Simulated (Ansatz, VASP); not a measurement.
Two plane-wave programs on ZrB2

```
CELL_PARAMETERS angstrom
3.16752 0.00000 0.00000
-1.58376 2.74316 0.00000
0.00000 0.00000 3.55239
ATOMIC_POSITIONS crystal
Zr 0.00000 0.00000 0.00000
B 0.33333 0.66667 0.50000
B 0.66667 0.33333 0.50000
```

Alike in both runs: task relaxation of cell and atoms; functional PBE; dispersion D3(BJ); k mesh 6 × 6 × 6; occupations gaussian, width 0.1 eV; no spin polarisation.

|  | VASP | Ansatz |
| --- | --- | --- |
| version | VASP 6.6.1 | Ansatz 0.2.0 |
| potentials or method | VASP PAW PBE potentials, release 64 (Zr_sv, B) | scalar-relativistic, plane waves, PAW |
| plane-wave cutoff (eV) | 600 | 420 |
| valence electrons in the cell | 18 | 18 |

|  | VASP | Ansatz | Ansatz less VASP |
| --- | --- | --- | --- |
| gap on the k mesh at the Fermi level, each at its own relaxed structure (eV) | none | none | - |
| relaxed volume (Å³/atom) | 10.03 | 10.03 | -0.004 |
| relaxed cell length with the largest relative difference (Å) | 3.500 | 3.498 | -0.0020 |
| energy change over the relaxation (meV/atom) | -5 | -6 | -0.2 |

A gap of «none» marks a metal or a gap that the smearing closes. Ansatz warned: «structure_snapped_to_symmetry».

Caveats: the k mesh is coarse (spacing up to 0.38 Å⁻¹), so the values aren't converged; pairwise dispersion overbinds metals, which lowers pressure and volume.
